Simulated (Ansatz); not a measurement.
# Dielectric response of BaS (001) films, part 3 of 5

How well do thin rocksalt BaS (001) films screen a perpendicular field?

Ansatz 0.2.0; plane-wave DFT, PBE, Ansatz PAW (set soft_1); PAW set soft_1 (the session's first sound run).

So far. Step 8 (Field on, atoms free, 6 atoms, field -0.05 V/Å): The dipole is -0.0560 e·Å, and the gap on the mesh 2.200 eV. Step 9 (Response with the atoms relaxed, 6 atoms, units 3): The induced dipole is that of a conductor 9.92 Å thick.

**10. Relaxing the film, 10 atoms, units 5**

This step: plane-wave DFT, PBE, Ansatz PAW (set soft_1); PAW set soft_1 (Ansatz 0.2.0).

System of this step: BaS (001), 5 units. The cell holds 10 atoms: 5 Ba and 5 S. Its edges and angles: a = 4.518 Å, b = 4.518 Å, c = 30.780 Å, α = 90.0°, β = 90.0°, γ = 90.0°. It derives from BaS (rocksalt BaS). Vacuum lies along c.

The next thickness, treated alike, so that differences show the interior and the faces cancel.

The input, input.yaml:

```yaml
crystal:
  lattice:
    - [4.51841233, 0.0, 0.0]
    - [0.0, 4.51841233, 0.0]
    - [0.0, 0.0, 30.78]
  atoms:
    - { symbol: Ba, position: [0.5, 0.5, 0.2923976608] }
    - { symbol: S, position: [0.0, 0.0, 0.2923976608] }
    - { symbol: Ba, position: [0.0, 0.0, 0.3961988304] }
    - { symbol: S, position: [0.5, 0.5, 0.3961988304] }
    - { symbol: Ba, position: [0.5, 0.5, 0.5] }
    - { symbol: S, position: [0.0, 0.0, 0.5] }
    - { symbol: Ba, position: [0.0, 0.0, 0.6038011696] }
    - { symbol: S, position: [0.5, 0.5, 0.6038011696] }
    - { symbol: Ba, position: [0.5, 0.5, 0.7076023392] }
    - { symbol: S, position: [0.0, 0.0, 0.7076023392] }
kpoints:
  mp_grid: { grid: [6, 6, 1] }
hamiltonian:
  xc: pbe
  pseudopotentials: { kind: paw, azcp: { folder: soft_1 } }
scf:
  occupations: { method: fixed }
  convergence: { dr2_threshold: 1.0e-09 }
efield:
  axis: 3
  dipole_correction: true
  ramp_position: 0.97
  ramp_width: 0.06
relax:
  f_tol: 0.003
  max_steps: 100
output:
  write_potential: true
  write_density: true
  volumetric_format: npy
```

Started as:

```
ansatz run input.yaml --threads 4 --pin off --max-ram 8192MiB --backend cpu --events-out ev --progress --plain --runs-dir out
```

Numbers of over 12 decimals in the logs are rounded to 6 here.

Log:

```text
[...]
Crystal: 10 atoms, lattice volume = 628.406 Å³
Basis set: ecut = 420 eV, 12359 PW (Γ), exchange–correlation on 64×64×432 points (8 copies of the dense FFT grid, shifted against one another)
Bands: 50, of which v1, the nominal top of the filled ones, is band 40 counted from 1 (39 counted from 0)
Symmetry: 8 space group operations
k-points: 10 of 36
[...]
- { symbol: Ba, position: [0, 0.0, 0.395102] }
    - { symbol: S, position: [0.500000, 0.500000, 0.394827] }
    - { symbol: Ba, position: [0.500000, 0.500000, 0.500000] }
    - { symbol: S, position: [0, 0.0, 0.500000] }
    - { symbol: Ba, position: [0, 0.0, 0.604898] }
    - { symbol: S, position: [0.500000, 0.500000, 0.605173] }
    - { symbol: Ba, position: [0.500000, 0.500000, 0.707292] }
    - { symbol: S, position: [0, 0.0, 0.707514] }
[key lines of the parts left out:]
SCF converged after 6 iterations
Free energy (F): -34279.337080 eV
Fermi energy:    1.064624 eV
Dipole field:    D = -0.000001 V/Å  (p = -0.000002 e·Å, saw-weighted, corrected)
Work function:   Φ+ = 4.2248 eV   Φ− = 4.2248 eV
```

It took 31 s on 4 threads of Arm Neoverse V1, shared host; peak memory 1.1 GiB.

Step by step:

```tsv
step	energy less that of the first step (eV)	largest force component (eV/Å)
1	0.0000	0.1388
2	-0.0088	0.0630
3	-0.0103	0.0077
4	-0.0104	0.0012
```

The run keeps the 8 symmetry operations that it works with, so distortions that break them were not tested.

The atoms that moved most (Å):

```tsv
atom	dx	dy	dz	length
S4	0.000	0.000	-0.042	0.042
S8	0.000	0.000	0.042	0.042
Ba7	0.000	0.000	0.034	0.034
Ba3	0.000	0.000	-0.034	0.034
Ba1	0.000	0.000	0.010	0.010
Ba9	0.000	0.000	-0.010	0.010
```

The relaxation took 4 steps and lowered the energy by 0.010 eV; the largest force on the free atoms ends at 0.0012 eV/Å.

The gap is 2.12 eV, with the valence edge 4.22 eV and the conduction edge 2.10 eV under the upper vacuum level.

**11. Single point on the relaxed film, 10 atoms, units 5**

The next thickness, treated alike, so that differences show the interior and the faces cancel.

input.yaml, the sections that differ from step 10:

```yaml
crystal:
  lattice:
    - [4.51841233, 0.0, 0.0]
    - [0.0, 4.51841233, 0.0]
    - [0.0, 0.0, 30.78]
  atoms:
    - { symbol: Ba, position: [0.5, 0.5, 0.292707842] }
    - { symbol: S, position: [0.0, 0.0, 0.2924864447] }
    - { symbol: Ba, position: [0.0, 0.0, 0.3951016175] }
    - { symbol: S, position: [0.5, 0.5, 0.3948265652] }
    - { symbol: Ba, position: [0.5, 0.5, 0.5000000018] }
    - { symbol: S, position: [0.0, 0.0, 0.5000000005] }
    - { symbol: Ba, position: [0.0, 0.0, 0.6048983843] }
    - { symbol: S, position: [0.5, 0.5, 0.6051734331] }
    - { symbol: Ba, position: [0.5, 0.5, 0.7072921589] }
    - { symbol: S, position: [0.0, 0.0, 0.7075135519] }
output:
  eigenvalues: true
  write_potential: true
  write_density: true
  volumetric_format: npy
  elf: true
# kpoints, hamiltonian, scf, efield: as in step 10
# relax: removed
```

Log:

```text
[...]
Crystal: 10 atoms, lattice volume = 628.406 Å³
Basis set: ecut = 420 eV, 12359 PW (Γ)
Bands: 50, of which v1, the nominal top of the filled ones, is band 40 counted from 1 (39 counted from 0)
Symmetry: 8 space group operations
k-points: 10 of 36
[...]
k-point 0: bands = [... 36 lower, 1.0575, 1.0575, 1.0647, 1.0647, 3.1847, 3.4223, 3.7929, 4.0683, ... 6 higher]
  k-point 1: bands = [... 36 lower, 0.6104, 0.7730, 0.7874, 0.7924, 3.7235, 3.9419, 4.2621, 4.3218, ... 6 higher]
  k-point 2: bands = [... 36 lower, 0.3443, 0.3480, 0.5007, 0.6658, 4.8189, 4.8260, 5.0234, 5.1214, ... 6 higher]
  k-point 9: bands = [... 36 lower, 0.8001, 0.8479, 0.8479, 0.9514, 3.3505, 3.3505, 4.0222, 4.0222, ... 6 higher]
[key lines of the parts left out:]
SCF converged after 11 iterations
Free energy (F): -34279.337291 eV
Fermi energy:    1.064683 eV
Dipole field:    D = 0.000002 V/Å  (p = 0.000007 e·Å, saw-weighted, corrected)
Work function:   Φ+ = 4.2247 eV   Φ− = 4.2247 eV
```

It took 14 s on 4 threads; peak memory 1.1 GiB.

The gap is 2.12 eV, with the valence edge 4.22 eV and the conduction edge 2.10 eV under the upper vacuum level.

**12. Single point, 10 atoms, units 5, field 0.1 V/Å**

input.yaml: that of step 11 with these lines changed.

```diff
@@ -23,3 +23,3 @@
   occupations: { method: fixed }
-  convergence: { dr2_threshold: 1.0e-09 }
+  convergence: { dr2_threshold: 1.0e-10 }
 efield:
@@ -29,4 +29,4 @@
   ramp_width: 0.06
+  amplitude: 0.1
 output:
-  eigenvalues: true
   write_potential: true
@@ -34,2 +34 @@
   volumetric_format: npy
-  elf: true
```

Log:

```text
[...]
Crystal: 10 atoms, lattice volume = 628.406 Å³
Basis set: ecut = 420 eV, 12359 PW (Γ)
Bands: 50, of which v1, the nominal top of the filled ones, is band 40 counted from 1 (39 counted from 0)
Symmetry: 8 space group operations
k-points: 10 of 36
[...]
k-point 0: bands = [... 36 lower, 0.9363, 0.9363, 1.1863, 1.1863, 3.1645, 3.4266, 3.7965, 3.8879, ... 6 higher]
  k-point 1: bands = [... 36 lower, 0.6638, 0.7178, 0.8235, 0.9157, 3.7020, 3.9451, 4.1009, 4.2816, ... 6 higher]
  k-point 2: bands = [... 36 lower, 0.3082, 0.4536, 0.4722, 0.7226, 4.5939, 4.9651, 4.9980, 5.1652, ... 6 higher]
  k-point 9: bands = [... 36 lower, 0.7183, 0.9417, 0.9417, 1.0016, 3.3412, 3.3412, 4.0227, 4.0227, ... 6 higher]
[key lines of the parts left out:]
SCF converged after 12 iterations
Free energy (F): -34279.344749 eV
Fermi energy:    1.186309 eV
Dipole field:    D = 0.042949 V/Å  (p = 0.149154 e·Å, saw-weighted, corrected)
```

Run time: 14 s. Hardware: 4 threads; peak memory 1.1 GiB; 55 s of CPU time.

The dipole is 0.149 e·Å, and the gap on the mesh 1.978 eV.

**13. Atoms held, 10 atoms, units 5, field -0.1 V/Å**

input.yaml: that of step 12 with these lines changed.

```diff
@@ -29,3 +29,3 @@
   ramp_width: 0.06
-  amplitude: 0.1
+  amplitude: -0.1
 output:
```

Log:

```text
[...]
Crystal: 10 atoms, lattice volume = 628.406 Å³
Basis set: ecut = 420 eV, 12359 PW (Γ)
Bands: 50, of which v1, the nominal top of the filled ones, is band 40 counted from 1 (39 counted from 0)
Symmetry: 8 space group operations
k-points: 10 of 36
[...]
k-point 0: bands = [... 36 lower, 0.9363, 0.9363, 1.1863, 1.1863, 3.1645, 3.4266, 3.7965, 3.8879, ... 6 higher]
  k-point 1: bands = [... 36 lower, 0.6638, 0.7178, 0.8235, 0.9157, 3.7020, 3.9451, 4.1009, 4.2816, ... 6 higher]
  k-point 2: bands = [... 36 lower, 0.3082, 0.4536, 0.4722, 0.7226, 4.5939, 4.9651, 4.9980, 5.1652, ... 6 higher]
  k-point 9: bands = [... 36 lower, 0.7183, 0.9417, 0.9417, 1.0016, 3.3412, 3.3412, 4.0227, 4.0227, ... 6 higher]
[key lines of the parts left out:]
SCF converged after 12 iterations
Free energy (F): -34279.344749 eV
Fermi energy:    1.186310 eV
Dipole field:    D = -0.042949 V/Å  (p = -0.149153 e·Å, saw-weighted, corrected)
```

The job ended after 14 s (4 threads; peak memory 1.1 GiB; 55 s of CPU time).

The dipole is -0.149 e·Å, and the gap on the mesh 1.978 eV.

**14. Response with the atoms held, 10 atoms, units 5**

This step: plane-wave DFT, PBE, Ansatz PAW (set soft_1); response to a field along the normal, atoms held; PAW set soft_1 (Ansatz 0.2.0).

Local field over the applied field, running mean. From the potentials at -0.1 and 0.1 V/Å; running mean over 3.195 Å, taken twice. Table of local field over applied field by z:

z (Å), local field over applied field and a bar from the least value:
```
        5      0.948 #############################
        6      0.834 #########################
        7      0.640 ##################
        8      0.422 #########
        9      0.264 ###
       10      0.194 
       11      0.187 
       12      0.198 
       13      0.208 #
       14      0.212 #
       15      0.212 #
       16      0.212 #
       17      0.212 #
       18      0.206 #
       19      0.195 
       20      0.186 
       21      0.202 #
       22      0.291 ####
       23      0.467 ###########
       24      0.687 ###################
       25      0.866 ##########################
       26      0.962 ##############################
```

The induced dipole is that of a conductor 13.22 Å thick.

**15. Relaxing in the field, 10 atoms, units 5, field 0.05 V/Å**

This step: plane-wave DFT, PBE, Ansatz PAW (set soft_1); PAW set soft_1 (Ansatz 0.2.0).

The same pair of relaxations in the field for this thickness.

input.yaml: that of step 13 with these lines changed.

```diff
@@ -29,3 +29,6 @@
   ramp_width: 0.06
-  amplitude: -0.1
+  amplitude: 0.05
+relax:
+  f_tol: 0.0006
+  max_steps: 70
 output:
```

Log:

```text
[...]
Crystal: 10 atoms, lattice volume = 628.406 Å³
Basis set: ecut = 420 eV, 12359 PW (Γ), exchange–correlation on 64×64×432 points (8 copies of the dense FFT grid, shifted against one another)
Bands: 50, of which v1, the nominal top of the filled ones, is band 40 counted from 1 (39 counted from 0)
Symmetry: 8 space group operations
k-points: 10 of 36
[...]
- { symbol: S, position: [0, 0.0, 0.292348] }
    - { symbol: Ba, position: [0, 0.0, 0.395162] }
    - { symbol: S, position: [0.500000, 0.500000, 0.394780] }
    - { symbol: Ba, position: [0.500000, 0.500000, 0.500101] }
    - { symbol: S, position: [0, 0.0, 0.499901] }
    - { symbol: Ba, position: [0, 0.0, 0.604950] }
    - { symbol: S, position: [0.500000, 0.500000, 0.605134] }
    - { symbol: Ba, position: [0.500000, 0.500000, 0.707413] }
    - { symbol: S, position: [0, 0.0, 0.707379] }
[key lines of the parts left out:]
SCF converged after 6 iterations
Free energy (F): -34279.339320 eV
Fermi energy:    1.076044 eV
Dipole field:    D = 0.025773 V/Å  (p = 0.089504 e·Å, saw-weighted, corrected)
```

Elapsed: 32 s, on 4 threads; peak memory 1 GiB.

Hardly anything moved in the relaxation; the energy changed by under 0.2 meV an atom.

The relaxation took 4 steps and lowered the energy by 3.7e-4 eV; the largest force on the free atoms ends at 4.1e-4 eV/Å.

The dipole is 0.0895 e·Å, and the gap on the mesh 2.107 eV.

**16. Relaxing in the field, 10 atoms, units 5, field -0.05 V/Å**

The opposite sign, again from the field-free geometry; the difference of the two cancels what relaxes without a field.

input.yaml: that of step 15 with these lines changed.

```diff
@@ -29,3 +29,3 @@
   ramp_width: 0.06
-  amplitude: 0.05
+  amplitude: -0.05
 relax:
```

Log:

```text
[...]
Crystal: 10 atoms, lattice volume = 628.406 Å³
Basis set: ecut = 420 eV, 12359 PW (Γ), exchange–correlation on 64×64×432 points (8 copies of the dense FFT grid, shifted against one another)
Bands: 50, of which v1, the nominal top of the filled ones, is band 40 counted from 1 (39 counted from 0)
Symmetry: 8 space group operations
k-points: 10 of 36
[...]
- { symbol: S, position: [0, 0.0, 0.292621] }
    - { symbol: Ba, position: [0, 0.0, 0.395050] }
    - { symbol: S, position: [0.500000, 0.500000, 0.394866] }
    - { symbol: Ba, position: [0.500000, 0.500000, 0.499899] }
    - { symbol: S, position: [0, 0.0, 0.500099] }
    - { symbol: Ba, position: [0, 0.0, 0.604838] }
    - { symbol: S, position: [0.500000, 0.500000, 0.605220] }
    - { symbol: Ba, position: [0.500000, 0.500000, 0.707169] }
    - { symbol: S, position: [0, 0.0, 0.707652] }
[key lines of the parts left out:]
SCF converged after 6 iterations
Free energy (F): -34279.339320 eV
Fermi energy:    1.076045 eV
Dipole field:    D = -0.025773 V/Å  (p = -0.089503 e·Å, saw-weighted, corrected)
```

It took 32 s on 4 threads; peak memory 1 GiB; 2.1 min of CPU time.

No atom moved by 0.005 Å in the relaxation.

The relaxation took 4 steps and lowered the energy by 3.7e-4 eV; the largest force on the free atoms ends at 4.1e-4 eV/Å.

The dipole is -0.0895 e·Å, and the gap on the mesh 2.107 eV.

**17. Response with the atoms relaxed, 10 atoms, units 5**

This step: plane-wave DFT, PBE, Ansatz PAW (set soft_1); response to a field along the normal, atoms relaxed; PAW set soft_1 (Ansatz 0.2.0).

Local field over the applied field, running mean. From the potentials at -0.05 and 0.05 V/Å; running mean over 3.195 Å, taken twice. Local field over applied field against z:

```tsv
z (Å)	local field over applied field
4.5	0.977
5.0	0.953
5.5	0.900
6.0	0.817
6.5	0.702
7.0	0.557
7.5	0.405
8.0	0.260
8.5	0.141
9.0	0.0534
9.5	0.00567
10.0	-0.00530
10.5	0.0157
11.0	0.0437
11.5	0.0700
12.0	0.0855
12.5	0.0967
13.0	0.101
13.5	0.0868
14.0	0.0676
14.5	0.0488
15.0	0.0404
15.5	0.0375
16.0	0.0425
16.5	0.0568
17.0	0.0762
17.5	0.0943
18.0	0.101
18.5	0.0937
19.0	0.0783
19.5	0.0597
20.0	0.0311
20.5	0.00504
21.0	-0.00717
21.5	0.0228
22.0	0.0888
22.5	0.188
23.0	0.323
23.5	0.472
24.0	0.623
24.5	0.755
25.0	0.858
25.5	0.926
26.0	0.965
26.5	0.984
```

The induced dipole is that of a conductor 15.87 Å thick.

**18. Relaxing the film, 16 atoms, units 8**

This step: plane-wave DFT, PBE, Ansatz PAW (set soft_1); PAW set soft_1 (Ansatz 0.2.0).

System of this step: BaS (001), 8 units. The cell holds 16 atoms: 8 Ba and 8 S. Cell: a = 4.518 Å, b = 4.518 Å, c = 40.365 Å, α = 90.0°, β = 90.0°, γ = 90.0°. It derives from BaS (rocksalt BaS). Vacuum lies along c.

The next thickness, treated alike, so that differences show the interior and the faces cancel.

The input, input.yaml:

```yaml
crystal:
  lattice:
    - [4.51841233, 0.0, 0.0]
    - [0.0, 4.51841233, 0.0]
    - [0.0, 0.0, 40.365]
  atoms:
    - { symbol: Ba, position: [0.5, 0.5, 0.2229654404] }
    - { symbol: S, position: [0.0, 0.0, 0.2229654404] }
    - { symbol: Ba, position: [0.0, 0.0, 0.3021181717] }
    - { symbol: S, position: [0.5, 0.5, 0.3021181717] }
    - { symbol: Ba, position: [0.5, 0.5, 0.381270903] }
    - { symbol: S, position: [0.0, 0.0, 0.381270903] }
    - { symbol: Ba, position: [0.0, 0.0, 0.4604236343] }
    - { symbol: S, position: [0.5, 0.5, 0.4604236343] }
    - { symbol: Ba, position: [0.5, 0.5, 0.5395763657] }
    - { symbol: S, position: [0.0, 0.0, 0.5395763657] }
    - { symbol: Ba, position: [0.0, 0.0, 0.618729097] }
    - { symbol: S, position: [0.5, 0.5, 0.618729097] }
    - { symbol: Ba, position: [0.5, 0.5, 0.6978818283] }
    - { symbol: S, position: [0.0, 0.0, 0.6978818283] }
    - { symbol: Ba, position: [0.0, 0.0, 0.7770345596] }
    - { symbol: S, position: [0.5, 0.5, 0.7770345596] }
kpoints:
  mp_grid: { grid: [6, 6, 1] }
hamiltonian:
  xc: pbe
  pseudopotentials: { kind: paw, azcp: { folder: soft_1 } }
scf:
  occupations: { method: fixed }
  convergence: { dr2_threshold: 1.0e-09 }
efield:
  axis: 3
  dipole_correction: true
  ramp_position: 0.97
  ramp_width: 0.06
relax:
  f_tol: 0.003
  max_steps: 100
output:
  write_potential: true
  write_density: true
  volumetric_format: npy
```

Log:

```text
[...]
Crystal: 16 atoms, lattice volume = 824.094 Å³
Basis set: ecut = 420 eV, 16119 PW (Γ), exchange–correlation on 64×64×540 points (8 copies of the dense FFT grid, shifted against one another)
Bands: 80, of which v1, the nominal top of the filled ones, is band 64 counted from 1 (63 counted from 0)
Symmetry: 8 space group operations
k-points: 10 of 36
[...]
- { symbol: S, position: [0.5, 0.5, 0.460030] }
    - { symbol: Ba, position: [0.5, 0.5, 0.539889] }
    - { symbol: S, position: [0, 0.0, 0.539970] }
    - { symbol: Ba, position: [0, 0.0, 0.619740] }
    - { symbol: S, position: [0.5, 0.5, 0.619582] }
    - { symbol: Ba, position: [0.5, 0.5, 0.699712] }
    - { symbol: S, position: [0, 0.0, 0.699980] }
    - { symbol: Ba, position: [0, 0.0, 0.777815] }
    - { symbol: S, position: [0.5, 0.5, 0.777951] }
[key lines of the parts left out:]
SCF converged after 7 iterations
Free energy (F): -54847.405062 eV
Fermi energy:    2.231437 eV
Dipole field:    D = 0.000001 V/Å  (p = 0.000003 e·Å, saw-weighted, corrected)
Work function:   Φ+ = 4.2249 eV   Φ− = 4.2249 eV
```

Run time: 81 s. Hardware: 4 threads; peak memory 1.7 GiB.

The steps of the relaxation:

```tsv
step	energy less that of the first step (eV)	largest force component (eV/Å)
1	0.0000	0.1418
2	-0.0132	0.0661
3	-0.0146	0.0110
4	-0.0147	0.0018
```

Forces are held to the 8 operations that the run works with; a distortion that breaks them can't arise in this run.

The atoms that moved most (Å):

```tsv
atom	dx	dy	dz	length
S14	0.000	0.000	0.085	0.085
S4	0.000	0.000	-0.085	0.085
Ba13	0.000	0.000	0.074	0.074
Ba3	0.000	0.000	-0.074	0.074
Ba11	0.000	0.000	0.041	0.041
Ba5	0.000	0.000	-0.041	0.041
S16	0.000	0.000	0.037	0.037
S2	0.000	0.000	-0.037	0.037
```

Running mean over 3.195 Å of the planar mean; the ramp of the sawtooth is left out. Table of electron's electrostatic potential energy less the highest filled level by z:

```tsv
z (Å)	electron's electrostatic potential energy less the highest filled level (eV)
4	4.22
5	4.21
6	4.09
7	2.39
8	-1.64
9	-2.50
10	-2.64
11	-2.68
12	-2.57
13	-2.53
14	-2.45
15	-2.60
16	-2.57
17	-2.48
18	-2.57
19	-2.58
20	-2.48
21	-2.56
22	-2.59
23	-2.50
24	-2.53
25	-2.60
26	-2.52
27	-2.46
28	-2.57
29	-2.60
30	-2.70
31	-2.53
32	-2.25
33	0.808
34	3.86
35	4.20
36	4.22
```

The relaxation took 4 steps and lowered the energy by 0.015 eV; the largest force on the free atoms ends at 0.0018 eV/Å.

The gap is 2.08 eV, with the valence edge 4.22 eV and the conduction edge 2.15 eV under the upper vacuum level.

**19. The series together**

Times are for 4 threads of Arm Neoverse V1, shared host. The runs compared:

```tsv
no.	units	gap by band count (eV)	electron affinity, upper face (eV)	time	memory (GiB)
1	3	2.201	2.019	13 s	0.76
2	5	2.120	2.105	31 s	1.1
3	8	2.075	2.150	81 s	1.7
```

The runs together. Table of valence density, planar mean by z:

```tsv
z (Å)	3 (e/Å³)	5 (e/Å³)	8 (e/Å³)
4.5	1.7e-5	1.9e-5	2.0e-5
5.0	5.6e-5	6.0e-5	6.6e-5
5.5	1.8e-4	1.9e-4	2.2e-4
6.0	6.0e-4	6.4e-4	7.0e-4
6.5	0.00198	0.00212	0.00235
7.0	0.00716	0.00779	0.00862
7.5	0.0294	0.0322	0.0362
8.0	0.130	0.141	0.159
8.5	0.366	0.374	0.386
9.0	0.439	0.439	0.439
9.5	0.390	0.379	0.365
10.0	0.161	0.153	0.137
10.5	0.0572	0.0579	0.0571
11.0	0.0906	0.0997	0.112
11.5	0.293	0.311	0.331
12.0	0.434	0.434	0.436
12.5	0.423	0.415	0.407
13.0	0.236	0.218	0.197
13.5	0.0721	0.0649	0.0609
14.0	0.0656	0.0594	0.0644
14.5	0.210	0.195	0.213
15.0	0.416	0.406	0.413
15.5	0.436	0.436	0.435
16.0	0.319	0.334	0.317
16.5	0.0949	0.111	0.103
17.0	0.0213	0.0492	0.0510
17.5	0.00532	0.109	0.123
18.0	0.00152	0.327	0.349
18.5	4.6e-4	0.436	0.438
19.0	1.4e-4	0.410	0.398
19.5	4.4e-5	0.200	0.178
20.0	1.3e-5	0.0656	0.0570
20.5	4.1e-6	0.0789	0.0722
21.0	1.3e-6	0.253	0.243
21.5	0	0.427	0.424
22.0	0	0.431	0.432
22.5	0	0.275	0.287
23.0	0	0.0751	0.0878
23.5	0	0.0170	0.0526
24.0	0	0.00431	0.144
```

(Part 3 of 5 ends here.)

[Logs are printed without paths, hosts, clocks, repeated set-up lines and the standing remarks that a program may print on its own settings, such as how far it seeks lower states.]

[Hosts, paths, dates, database ids (printed as entryN), source tags and the programs' standing remarks are cut or masked in the printed files.]

[Maps of the electrostatic potential energy from Ansatz leave out the sawtooth potential of an applied field or a dipole correction, so their vacuum need not be flat; planar profiles and work functions include it.]
